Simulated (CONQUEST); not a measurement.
Crystal: Nb.

```
Nb
1.0
     2.99106    0.00000    0.00000
     0.00000    2.99106    0.00000
     0.00000    0.00000    4.23000
Nb
2
Direct
  0.00000 0.00000 0.00000
  0.50000 0.50000 0.50000
```

This isn't the form of Nb at room conditions, which is bcc.

- Program: CONQUEST 1.3
- Task: single point
- Functional: PBE
- Potentials or basis: PseudoDojo NC PBE, DZP, grid cutoff 120 Ha
- k mesh: 9 × 9 × 6
- Occupations: fermi-dirac, width 0.05 eV
- Spin: no spin polarisation

On this cell: pressure 0.8 GPa; largest force zero by symmetry; band gap on the k mesh none (metal or under the smearing width).

The same run follows on a disturbed copy (atoms of the box moved at random, drawn with an rms of 0.05 Å):

```
CELL_PARAMETERS angstrom
2.99106 0.00000 0.00000
0.00000 2.99106 0.00000
0.00000 0.00000 4.23000
ATOMIC_POSITIONS crystal
Nb 0.99307 0.99026 0.01039
Nb 0.51805 0.49897 0.49613
```

**Question.** What changes?

**Answer.** The energy (extrapolated to zero smearing) moves by +11.2 meV/atom; pressure 1.3 GPa; largest force 0.451 eV/Å; band gap on the k mesh none (metal or under the smearing width).

Forces on the atoms (eV/Å):
```
Nb   0.229  0.089 -0.378
Nb  -0.210 -0.080  0.372
```

Caveats: the basis of atomic orbitals isn't converged, which shifts pressures, moduli and gaps; the box holds several primitive cells, so bands are folded and the points are those of the box's own zone (some runs); the real-space grid breaks the cell's symmetry a little (some runs).
